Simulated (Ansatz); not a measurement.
## GdN (rocksalt structure)

Computed with Ansatz (plane waves, PAW, 420 eV cutoff): PBE+U (U_eff = 6 eV on Gd 4f), scalar-relativistic, collinear spin, Γ-centred 10×10×10 mesh, 0.05 eV Gaussian smearing; PAW files: Ansatz's generated set soft_2.

```
Gd N
1.0
     0.00000    2.50112    2.50112
     2.50112    0.00000    2.50112
     2.50112    2.50112    0.00000
Gd N
1 1
Direct
  0.50000 0.50000 0.50000
  0.00000 0.00000 0.00000
```

The start was a prototype's sites filled with these elements; the Crystallography Open Database holds the compound in this structure.

Magnetic state: ferromagnetic, site spin moments Gd 6.94; N -0.14 μB.

Cell and atoms are those of this level's equilibrium.

The cell has space group Fm-3m (read at 0.01 Å). In it the stress is -0.02, -0.02, -0.02, 0.00, 0.00, 0.00 GPa and the largest force component 0.000 eV/Å. Each change below starts from this cell, without further relaxation. Stress is in GPa, positive in compression, in the order xx, yy, zz, yz, xz, xy; energies are counted from the cell above and are free energies with the smearing's entropy, which match forces and stress in a metal.

Problem. What happens when atom 1 (Gd) is moved by 0.02 Å along y?

Solution. The energy changes by 0.2 meV per cell, and the force on it along the shift is -0.0199 eV/Å (−F/u = 1.00 eV/Å²). Stress: -0.03, 0.04, -0.03, 0.00, 0.00, 0.00.
| atom | Fx (eV/Å) | Fy | Fz |
| --- | --- | --- | --- |
| Gd1 | 0.000 | -0.020 | 0.000 |
| N2 | 0.000 | 0.020 | 0.000 |

Problem. What stress follows from an engineering strain of -1 % in xy, atoms carried along?

Solution. -0.01, -0.01, -0.03, 0.00, 0.00, 1.08 GPa; the energy changes by 1.1 meV per cell.
The change of the stress over the strain gives a clamped-atom stiffness of about 108 GPa for this component.
In a harmonic crystal the energy would rise by V(½Cε² − σ₀ε), with σ₀ the stress of the unstrained cell, = 1.1 meV, which matches.

Problem. All atoms and the cell are disturbed at random:
```
CELL_PARAMETERS angstrom
-0.00557 2.49630 2.47939
2.48928 0.00235 2.47147
2.50165 2.50076 -0.01003
ATOMIC_POSITIONS crystal
Gd 0.52393 0.54169 0.46390
N 0.97607 0.95831 0.03610
```
Give the energy change, the stress and the forces.

Solution. 193.3 meV per cell; stress -0.22, 0.40, 20.38, 0.50, 0.46, -0.24 GPa. The gap on the mesh goes from zero (metallic) to 0.21 eV. Spin moments: Gd 6.79; N -0.12 μB.
```
atom  Fx (eV/Å)      Fy      Fz
 Gd1     -0.008   0.037  -1.711
  N2      0.008  -0.037   1.711
```

For elements this heavy, spin–orbit coupling would shift levels and gaps; it isn't included here. The run wasn't fully tested for a lower electronic state. Site moments are of spin, integrated over atomic spheres. A U of this size is made for insulators; in a metal, as here, it tends to take f weight out of the bonding and to swell the cell.
